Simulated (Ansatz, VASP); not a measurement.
# Al: VASP beside Ansatz

File POSCAR:

```
Al
1.0
   -1.5912186900      1.5912186900      1.5912186900
    1.5912186900     -1.5912186900      1.5912186900
    1.5912186900      1.5912186900     -1.5912186900
Al
1
Direct
    0.0000000000      0.0000000000      0.0000000000
```

INCAR.step1

```
PREC = Accurate
ENCUT = 520
ISMEAR = 0
SIGMA = 0.15
LREAL = False
LASPH = True
NELM = 100
NBANDS = 8
GGA = PE
ALGO = Normal
EDIFF = 1E-4
LWAVE = True
LCHARG = False
```

The input INCAR.step2:

```
PREC = Accurate
ENCUT = 520
EDIFF = 1E-7
ISMEAR = 0
SIGMA = 0.15
LREAL = False
LASPH = True
NELM = 100
ALGO = Normal
ISIF = 2
LWAVE = False
LCHARG = True
METAGGA = R2SCAN
LMIXTAU = True
LELF = True
LVHAR = True
NBANDS = 8
ISTART = 1
```

KPOINTS

```
regular mesh
0
Gamma
  20 20 20
```

Input for Ansatz:

```yaml
crystal:
  lattice:
    - [-1.59121869, 1.59121869, 1.59121869]
    - [1.59121869, -1.59121869, 1.59121869]
    - [1.59121869, 1.59121869, -1.59121869]
  atoms:
    - { symbol: Al, position: [0.0, 0.0, 0.0] }
basis:
  ecutwfc: 500
kpoints:
  mp_grid: { grid: [20, 20, 20] }
hamiltonian:
  xc: r2scan
scf:
  occupations: { method: gaussian, width: 0.15 }
output:
  forces: true
  stress: true
  eigenvalues: true
```

This isn't the form of Al at room conditions, which is fcc.

Alike in both runs: task single point; functional r2SCAN; k mesh 20 × 20 × 20; occupations gaussian, width 0.15 eV; no spin polarisation.

|  | VASP | Ansatz |
| --- | --- | --- |
| version | VASP 6.6.1 | Ansatz 0.2.0 |
| potentials or method | VASP PAW PBE potentials, release 64 (Al) | scalar-relativistic, plane waves, PAW |
| plane-wave cutoff (eV) | 520 | 500 |
| valence electrons in the cell | 3 | 3 |

|  | VASP | Ansatz | Ansatz less VASP |
| --- | --- | --- | --- |
| gap on the k mesh at the Fermi level (eV) | none | none | - |
| pressure (GPa) | 0.2 | 0.5 | +0.32 |

A gap of «none» marks a metal or a gap that the smearing closes.

Caveats: the PAW data sets were made with another functional, which shifts forces and pressure a little (VASP).
